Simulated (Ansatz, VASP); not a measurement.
## P (blue phosphorene bilayer, AA): VASP beside Ansatz

Wanted: the spread between two codes on one cell, functional and k mesh. The cell is taken from a series of runs on this material, whose earlier steps may have relaxed or scaled it; both programs get it as it stands.

Calculated with Ansatz 0.2.0; plane waves, with VASP 6.6.1 beside it; single point at LDA.

**1. The starting structure**

The cell holds 4 atoms: 4 P. Cell: a = 3.218 Å, b = 3.218 Å, c = 23.680 Å, α = 90.0°, β = 90.0°, γ = 120.0°. Vacuum lies along c.

Coordinates:

```cif
data_structure
_symmetry_space_group_name_H-M 'P 1'
_symmetry_Int_Tables_number 1
_cell_length_a 3.2183
_cell_length_b 3.2183
_cell_length_c 23.6800
_cell_angle_alpha 90.000
_cell_angle_beta 90.000
_cell_angle_gamma 120.000
_cell_volume 212.41
loop_
_atom_site_label
_atom_site_type_symbol
_atom_site_fract_x
_atom_site_fract_y
_atom_site_fract_z
_atom_site_occupancy
P1 P 0.66667 0.33333 0.38018 1
P2 P 0.33333 0.66667 0.43240 1
P3 P 0.66667 0.33333 0.56760 1
P4 P 0.33333 0.66667 0.61982 1
```

**2. Ansatz: single point, LDA**

Ansatz runs on its default PAW (the set named soft_2) files.

A single point gives forces, pressure and levels at one fixed geometry, so differences don't come from the geometry; what else differs is listed under the comparison.

Contents of input.yaml:

```yaml
crystal:
  lattice:
    - [3.2183257771, 0.0, 0.0]
    - [-1.6091628885, 2.7871518806, 0.0]
    - [0.0, 0.0, 23.68]
  atoms:
    - { symbol: P, position: [0.6666666667, 0.3333333333, 0.380181273] }
    - { symbol: P, position: [0.3333333333, 0.6666666667, 0.4323969773] }
    - { symbol: P, position: [0.6666666667, 0.3333333333, 0.5676030227] }
    - { symbol: P, position: [0.3333333333, 0.6666666667, 0.619818727] }
hamiltonian:
  xc: lda
  pseudopotentials: { kind: paw }
kpoints:
  mp_grid: { grid: [12, 12, 1] }
scf:
  occupations: { method: fermi_dirac, width: 0.05 }
  n_extra_bands: 5
efield:
  axis: 3
  dipole_correction: true
  ramp_width: 0.04
output:
  forces: true
  eigenvalues: true
```

Launch:

```bash
$ ansatz run input.yaml --threads 2 --pin off --max-ram 4608MiB --backend cpu --events-out ev --progress --plain --runs-dir out
```

Numbers of over 12 decimals in the logs are rounded to 6 here.

The program printed:

```text
scf.n_extra_bands = 5 over 10 filled bands (N_el = 20.0): the run solves 15 bands
Engine: ansatz 0.2.0, aarch64-unknown-linux-gnu
Pseudopotentials: kind: paw
Pseudopotential: P, paw, valence charge 5, recommended cutoff 420 eV (normal), P.paw.azcp
Functional definition: SPW92
  exchange = slater_x
  correlation = pw_c
Crystal: 4 atoms, lattice volume = 212.409 Å³
Basis set: ecut = 420 eV, 4231 PW (Γ)
Bands: 15, of which v1, the nominal top of the filled ones, is band 10 counted from 1 (9 counted from 0)
Symmetry: 6 space group operations
k-points: 19 of 144 (time reversal used)
Non-local potential: P, projectors of the file, l = 0: 2, l = 1: 2, l = 2: 2
PAW form: soft (Blöchl's): semilocal exchange-correlation on the pseudo side does not see the compensation charge
PAW frozen core: P, regenerated for the run's functional, and the local potential with it (the file was generated under x = pbe(κ = 0.804, μ = 0.219515), c = pbe(β = 0.066725))
PAW one-centre angular grid: P, 110 points (default); XC on 64 Gauss nodes
Initial density: superposition of atomic densities (neutral atoms: chi_scale 0, normalization atom), corrected by the library's trained network
Initial wavefunctions: pseudopotential atomic-orbital guess
Functional: x = slater, c = lda
SCF iter   1: F=—  HF=-2903.487555 eV  |F-HF|=—  |Δ(HF+E_count)|=         —  Δρ=3.20e-3  dr2=3.88e-2  ethr=1.77e-3  p=0.000 e·Å  D=2.55e-14 V/Å  ΔV_dip=-0.00 eV  dr2_dipole=1.57e-8  V_vac-E_F(+/−)=5.04/5.04 eV  ⟨swp⟩=10.9  Hψ=2669  notcnv=0
efield: sawtooth ramp at fractional position 0.9800 (placed from the atoms, in the widest stretch of the axis that holds none; the zero of the levels goes with the place), width 0.0400; the density the first Hamiltonian is built on has a dipole p = 0.000 e·Å; the dipole correction subtracts the counter field D = 2.55e-14 V/Å, which shifts the + side's vacuum level by -0.00 eV against the − side's; the planar-averaged density in the ramp window peaks in size at 4.4e-6 e/Å³
preconditioner: auto → none  [insulator: Δε(μ)=0.912 eV  Ē_g=9.226 eV  σ=0.050 eV  W_gap=1.00  n_scr=12 (ndim 8)  ℏωp=11.4 eV  f_vac=0.586  D(μ)=0.00/eV (n_scr^D=0)  ε∞_Penn≈2.5]
SCF iter   2: F=—  HF=-2903.504048 eV  |F-HF|=—  |Δ(HF+E_count)|=   1.65e-2  Δρ=3.15e-3  dr2=1.59e-1  ethr=1.94e-4  p=-0.000 e·Å  D=-8.19e-5 V/Å  ΔV_dip=0.00 eV  dr2_dipole=2.23e-7  V_vac-E_F(+/−)=5.42/5.42 eV  ⟨swp⟩=4.4  Hψ=753  notcnv=0  defer=8  recentre
SCF iter   3: F=—  HF=-2903.485023 eV  |F-HF|=—  |Δ(HF+E_count)|=   1.90e-2  Δρ=2.05e-3  dr2=1.55e-2  ethr=1.94e-4  p=0.000 e·Å  D=9.17e-6 V/Å  ΔV_dip=-0.00 eV  dr2_dipole=8.14e-9  V_vac-E_F(+/−)=5.12/5.12 eV  ⟨swp⟩=3.4  Hψ=548  notcnv=0  defer=8
SCF iter   4: F=—  HF=-2903.483528 eV  |F-HF|=—  |Δ(HF+E_count)|=   1.49e-3  Δρ=1.21e-3  dr2=2.15e-3  ethr=7.76e-5  p=-0.000 e·Å  D=-1.48e-6 V/Å  ΔV_dip=0.00 eV  dr2_dipole=1.47e-10  V_vac-E_F(+/−)=5.21/5.21 eV  ⟨swp⟩=2.1  Hψ=327  notcnv=0  defer=8
SCF iter   5: F=—  HF=-2903.483655 eV  |F-HF|=—  |Δ(HF+E_count)|=   1.27e-4  Δρ=8.85e-5  dr2=2.02e-5  ethr=1.08e-5  p=0.000 e·Å  D=1.76e-5 V/Å  ΔV_dip=-0.00 eV  dr2_dipole=1.30e-8  V_vac-E_F(+/−)=5.27/5.27 eV  ⟨swp⟩=2.7  Hψ=433  notcnv=0  defer=8
SCF iter   6: F=—  HF=-2903.483639 eV  |F-HF|=—  |Δ(HF+E_count)|=   1.63e-5  Δρ=2.83e-5  dr2=1.30e-6  ethr=1.01e-7  p=-0.000 e·Å  D=-4.86e-5 V/Å  ΔV_dip=0.00 eV  dr2_dipole=1.02e-7  V_vac-E_F(+/−)=5.27/5.27 eV  ⟨swp⟩=2.4  Hψ=497  notcnv=0  defer=8
SCF iter   7: F=—  HF=-2903.483640 eV  |F-HF|=—  |Δ(HF+E_count)|=   1.94e-6  Δρ=2.06e-5  dr2=8.51e-6  ethr=6.48e-9  p=0.000 e·Å  D=2.83e-4 V/Å  ΔV_dip=-0.01 eV  dr2_dipole=3.53e-6  V_vac-E_F(+/−)=5.27/5.27 eV  ⟨swp⟩=3.1  Hψ=516  notcnv=0  defer=8
SCF iter   8: F=—  HF=-2903.483639 eV  |F-HF|=—  |Δ(HF+E_count)|=   1.27e-6  Δρ=6.21e-6  dr2=1.39e-7  ethr=6.48e-9  p=-0.000 e·Å  D=-2.89e-5 V/Å  ΔV_dip=0.00 eV  dr2_dipole=3.87e-8  V_vac-E_F(+/−)=5.27/5.27 eV  ⟨swp⟩=2.1  Hψ=379  notcnv=0  defer=8
SCF iter   9: F=-2903.483639 eV  HF=-2903.483639 eV  |F-HF|=1.74e-10  |Δ(HF+E_count)|=   5.62e-9  Δρ=1.13e-6  dr2=2.97e-9  ethr=5.00e-10  p=-0.000 e·Å  D=-1.19e-6 V/Å  ΔV_dip=0.00 eV  dr2_dipole=7.47e-11  V_vac-E_F(+/−)=5.27/5.27 eV  ⟨swp⟩=10.0  Hψ=1629  notcnv=0
SCF 1 converged in 9 iterations: F = -2903.483639 eV  dr2 = 2.97e-9
  greatest PAW one-centre occupation: 0.814 electrons in one spin orbital (limit 2), on the P atom at site 0 (counted from 0), in its partial waves of l = 0
SCF converged after 9 iterations
Free energy (F): -2903.483639 eV
Harris-Foulkes:  -2903.483639 eV  (|F-HF|=1.74e-10)
Internal energy: -2903.483626 eV  (E = F + TS)
E sigma→0 (E₀):  -2903.483633 eV
Entropy (-TS):   -0.000013 eV (-0.003 meV/atom)
Fermi energy:    -0.809783 eV
Dipole field:    D = 0.000010 V/Å  (p = 0.000012 e·Å, saw-weighted, corrected)
Work function:   Φ+ = 5.2683 eV   Φ− = 5.2686 eV
Levels:          The Fermi level and band energies are counted from a zero that moves with the ramp; work functions are not
--- Per-component energies (eV) ---
  E_band       = -144.961763
  E_kinetic    = 281.704607
  E_local      = -7126.392455  (includes V_loc(G=0)·N_el)
  E_nonlocal   = 141.711534
  E_hartree    = 3416.750132
  E_xc         = -243.680605
  E_vxc        = -242.186375  (∫ρ·V_xc dr)
  E_paw        = -2160.274440  (= ΣΔE_a)
  E_vpaw       = -33.298048  (= ΣTr[D̂ρ^β])
  E_aug_tail   = 0.000013  (compensation charges beyond the density's cutoff)
  E_efield     = 0.000000  (sawtooth field / dipole correction)
  E_vefield    = 0.000000  (∫n·V_field dr)
  E_ewald      = 2786.228181
  E_core_change = 0.469406  (= ΣΔE_core)
  E_smearing   = -0.000013  (= −TS)
  E_closure    = -0.000000  (closes the sum)
  Σ components = -2903.483639   (vs F -2903.483639, Δ=0.00e0)
--- Forces (eV/Å), atoms counted from 1 ---
  atom   1  P     -0.00000000    -0.00000000    -0.08046098
  atom   2  P      0.00000000     0.00000000     0.09728861
  atom   3  P     -0.00000000    -0.00000000    -0.09728306
  atom   4  P      0.00000000     0.00000000     0.08045315
  max |Σ_I F_I| component: 2.28e-6 eV/Å
--- Band table (eV; the first three rows and the last of 19) ---
  k-point 0: bands = [... 6 lower, -1.9631, -1.9192, -1.9192, -1.4750, 2.0933, 2.0933, 2.1174, 2.1174, ... 1 higher]
  k-point 1: bands = [... 6 lower, -2.8297, -2.2339, -2.1864, -1.4146, 1.7744, 1.8112, 2.4385, 2.4595, ... 1 higher]
  k-point 2: bands = [... 6 lower, -2.8903, -2.8100, -2.7572, -1.3230, 1.0292, 1.1250, 3.0736, 3.1818, ... 1 higher]
  k-point 18: bands = [... 6 lower, -4.0298, -4.0298, -3.4166, -3.4166, -0.4039, 0.4297, 2.9474, 2.9474, ... 1 higher]
```

**3. VASP: single point, LDA**

The same cell, functional (in two slightly different forms), mesh and smearing now go to VASP, with its own data sets and cutoff.

Lines of VASP's logs that name or quote its potential files are left out, and so is its time.

Contents of INCAR:

```
SYSTEM = P
PREC = Accurate
ENCUT = 400
EDIFF = 1E-06
NELM = 100
ISMEAR = -1
SIGMA = 0.05
LREAL = .FALSE.
ALGO = Normal
GGA = PW92
NBANDS = 16
LORBIT = 11
LWAVE = .FALSE.
LCHARG = .FALSE.
KPAR = 2
ISIF = 0
LDIPOL = .TRUE.
IDIPOL = 3
DIPOL = 0.5 0.5 0.5
LVHAR = .TRUE.
```

Contents of POSCAR:

```
P
1.0
    3.2183257771      0.0000000000      0.0000000000
   -1.6091628885      2.7871518806      0.0000000000
    0.0000000000      0.0000000000     23.6800000000
P
4
Direct
    0.6666666667      0.3333333333      0.3801812730
    0.3333333333      0.6666666667      0.4323969773
    0.6666666667      0.3333333333      0.5676030227
    0.3333333333      0.6666666667      0.6198187270
```

Contents of KPOINTS:

```
Automatic mesh
0
Gamma
12 12 1
0 0 0
```

Potentials, in the order of the species: P (LDA family, release 64).

Launch:

```bash
$ mpirun -np 2 vasp_std
```

The program printed:

```text
[banner, memory and clock lines left out]
running    2 mpi-ranks, on    1 nodes
 distrk:  each k-point on    1 cores,    2 groups
 distr:  one band on    1 cores,    1 groups

 POSCAR found type information on POSCAR P
 POSCAR found :  1 types and       4 ions
|                                                                             |
|               ----> ADVICE to this user running VASP <----                  |
|                                                                             |
|     You enforced a specific xc type in the INCAR file but a different       |
|     [... a line on the potential file left out ...]
|     I HOPE YOU KNOW WHAT YOU ARE DOING!                                     |
|                                                                             |

 LDA part: xc-table for (Slater(with rela. corr.)+PW92), standard interpolation
 POSCAR, INCAR and KPOINTS ok, starting setup
 FFT: planning ... GRIDC
 FFT: planning ... GRID_SOFT
 FFT: planning ... GRID
 WAVECAR not read
 entering main loop
       N       E                     dE             d eps       ncg     rms          rms(c)
DAV:   1     0.110251434488E+03    0.11025E+03   -0.61876E+03   608   0.753E+02
DAV:   2    -0.137959301086E+02   -0.12405E+03   -0.11892E+03   872   0.158E+02
DAV:   3    -0.238818628644E+02   -0.10086E+02   -0.10033E+02   824   0.536E+01
DAV:   4    -0.240818954720E+02   -0.20003E+00   -0.19959E+00   896   0.907E+00
DAV:   5    -0.240875530233E+02   -0.56576E-02   -0.56564E-02   888   0.138E+00    0.107E+01
DAV:   6    -0.238627478869E+02    0.22481E+00   -0.14301E-01   800   0.197E+00    0.621E+00
DAV:   7    -0.237733007779E+02    0.89447E-01   -0.23825E-01   840   0.251E+00    0.375E-01
DAV:   8    -0.237728027444E+02    0.49803E-03   -0.21659E-02   824   0.896E-01    0.197E-01
DAV:   9    -0.237728756815E+02   -0.72937E-04   -0.79157E-04  1016   0.164E-01    0.159E-01
DAV:  10    -0.237728817687E+02   -0.60872E-05   -0.34025E-04   832   0.988E-02    0.116E-01
DAV:  11    -0.237729297160E+02   -0.47947E-04   -0.73809E-05   840   0.492E-02    0.249E-02
DAV:  12    -0.237729616659E+02   -0.31950E-04   -0.28106E-06   800   0.979E-03    0.706E-03
DAV:  13    -0.237730752422E+02   -0.11358E-03   -0.27089E-05   728   0.169E-02    0.240E-02
DAV:  14    -0.237730863261E+02   -0.11084E-04   -0.12350E-06   744   0.488E-03    0.135E-02
DAV:  15    -0.237731131939E+02   -0.26868E-04   -0.20605E-06   640   0.552E-03    0.658E-03
DAV:  16    -0.237731284618E+02   -0.15268E-04   -0.15210E-06   648   0.350E-03    0.445E-03
DAV:  17    -0.237731316985E+02   -0.32367E-05   -0.86838E-08   592   0.128E-03    0.120E-03
DAV:  18    -0.237731358804E+02   -0.41819E-05   -0.15893E-07   600   0.121E-03    0.106E-03
DAV:  19    -0.237731368332E+02   -0.95270E-06   -0.26013E-08   576   0.532E-04
   1 F= -.23773137E+02 E0= -.23773132E+02  d E =-.105463E-04
```

Parts of OUTCAR (step 3):

```text
ion  position               nearest neighbor table
   1  0.667  0.333  0.380-   2 2.23   2 2.23   2 2.23
   2  0.333  0.667  0.432-   1 2.23   1 2.23   1 2.23
   3  0.667  0.333  0.568-   4 2.23   4 2.23   4 2.23
   4  0.333  0.667  0.620-   3 2.23   3 2.23   3 2.23

  LATTYP: Found a hexagonal cell.
 ALAT       =     3.2183257771
 C/A-ratio  =     7.3578629511

 Subroutine GETGRP returns: Found 12 space group operations
 (whereof 12 operations were pure point group operations)

The static configuration has the point symmetry D_3d.

 Found     19 irreducible k-points:

   k-points           NKPTS =     19   k-points in BZ     NKDIM =     19   number of bands    NBANDS=     16

   dimension x,y,z NGX =    24 NGY =   24 NGZ =  160
   dimension x,y,z NGXF=    48 NGYF=   48 NGZF=  320

   ENCUT  =  400.0 eV  29.40 Ry    5.42 a.u.   5.25  5.25 38.62*2*pi/ulx,y,z

   NELECT =      20.0000    total number of electrons

 k-points in reciprocal lattice and weights: Automatic mesh
   0.00000000  0.00000000  0.00000000       0.007
   0.08333333  0.00000000  0.00000000       0.042
   0.16666667  0.00000000  0.00000000       0.042
   0.25000000  0.00000000  0.00000000       0.042
   0.33333333  0.00000000  0.00000000       0.042
   0.41666667  0.00000000  0.00000000       0.042
   0.50000000  0.00000000  0.00000000       0.021
   0.08333333  0.08333333  0.00000000       0.042
   0.16666667  0.08333333  0.00000000       0.083
[...]
0.33333333  0.25000000  0.00000000       0.083
   0.33333333  0.33333333  0.00000000       0.014

 dipolmoment           0.000000      0.000000     -0.000000 electrons x Angstroem

 average (electrostatic) potential at core
       1 -91.3371       2 -91.3456       3 -91.3456       4 -91.3371

 E-fermi :  -1.1449

 k-point     1 :       0.0000    0.0000    0.0000
  band No.  band energies     occupation
    ...
      6      -2.2756      2.00000
      7      -2.2756      2.00000
      8      -2.2313      2.00000
      9      -2.2313      2.00000
     10      -1.8177      2.00000
     11       1.7831      0.00000
     12       1.7831      0.00000
     13       1.8067      0.00000
     14       1.8067      0.00000
     15       1.9317      0.00000
    ...

 k-point     2 :       0.0833    0.0000    0.0000
  band No.  band energies     occupation
    ...
      6      -3.2022      2.00000
      7      -3.1402      2.00000
      8      -2.5468      2.00000
      9      -2.4989      2.00000
     10      -1.7579      1.99999
     11       1.4684      0.00000
     12       1.5056      0.00000
     13       2.1270      0.00000
     14       2.1484      0.00000
     15       2.7728      0.00000
    ...

 k-point     3 :       0.1667    0.0000    0.0000
  band No.  band energies     occupation
    ...
      6      -4.8675      2.00000
      7      -3.2319      2.00000
      8      -3.1235      2.00000
      9      -3.0702      2.00000
     10      -1.6682      1.99994
     11       0.7227      0.00000
     12       0.8197      0.00000
     13       2.7573      0.00000
     14       2.8675      0.00000
     15       3.4948      0.00000
    ...

  energy-cutoff  :      400.00
  volume of cell :      212.41
      direct lattice vectors                 reciprocal lattice vectors
     3.218325777  0.000000000  0.000000000     0.310720564  0.179394601  0.000000000
    -1.609162888  2.787151881  0.000000000     0.000000000  0.358789202  0.000000000
     0.000000000  0.000000000 23.680000000     0.000000000  0.000000000  0.042229730

 POSITION                                       TOTAL-FORCE (eV/Angst)
 -----------------------------------------------------------------------------------
      1.60916      0.92905      9.00269         0.000000      0.000000      0.013286
     -0.00000      1.85810     10.23916        -0.000000      0.000000      0.002250
      1.60916      0.92905     13.44084        -0.000000     -0.000000     -0.002250
     -0.00000      1.85810     14.67731         0.000000      0.000000     -0.013286
 -----------------------------------------------------------------------------------
    total drift:                                0.000000      0.000000      0.000000

  FREE ENERGIE OF THE ION-ELECTRON SYSTEM (eV)
  ---------------------------------------------------
  free  energy   TOTEN  =       -23.7731368332 eV

  energy  without entropy=      -23.7731262869  energy(sigma->0) =      -23.77313156

 vacuum level on the upper side and lower side of the slab         4.117         4.117

 total charge
# of ion       s       p       d       tot
------------------------------------------
    1        1.098   1.377   0.000   2.475
    2        1.097   1.376   0.000   2.473
    3        1.097   1.376   0.000   2.473
    4        1.098   1.377   0.000   2.475
--------------------------------------------------
tot          4.389   5.507   0.000   9.897

[... 3 further parts left out ...]
```

**4. Differences**

Known differences besides the PAW data sets themselves: the cutoff is 420 eV in Ansatz and 400 eV in VASP; Ansatz makes its cores anew for this functional, VASP keeps those of its LDA data sets. Total energies have different zeros and are not compared.

Both answers:

| quantity | Ansatz | VASP | difference |
| --- | --- | --- | --- |
| gap on the k mesh (eV) | 0.916 | 0.931 | -0.015 |

At this near-relaxed geometry the largest component of a force difference is 95 meV/Å.

**5. Further runs**

The difference is large enough to ask for its cause, so further runs change the set-up of one program at a time, as the table lists.

| run | r.m.s. force difference (meV/Å) |
| --- | --- |
| as above | 54 |
| VASP with the data sets P_GW, a cutoff of 520 eV and GGA = CA, the Perdew-Zunger form of LDA | 11 |
| VASP with the data sets P_h, a cutoff of 630 eV and GGA = CA, the Perdew-Zunger form of LDA | 12 |

**6. Results**

- r.m.s. force difference (single point, LDA): 54 meV/Å

In words: The r.m.s. force difference is 54 meV/Å (single point, LDA), beyond the 12 meV/Å picked in this series as the mark of a large difference. For single point, LDA: with VASP with the data sets P_GW, a cutoff of 520 eV and GGA = CA, the Perdew-Zunger form of LDA the r.m.s. force difference shrinks in size, from 54 to 11 meV/Å. Differences of this kind measure data sets and numerical settings, not the functional's error against experiment.

[Lines on the potential files, build, host, timing and source positions are cut from VASP's logs without a mark.]

[Logs are printed without paths, hosts, clocks, repeated set-up lines and the standing remarks that a program may print on its own settings, such as how far it seeks lower states.]

[Hosts, paths, dates, database ids (printed as entryN), source tags and the programs' standing remarks are cut or masked in the printed files.]
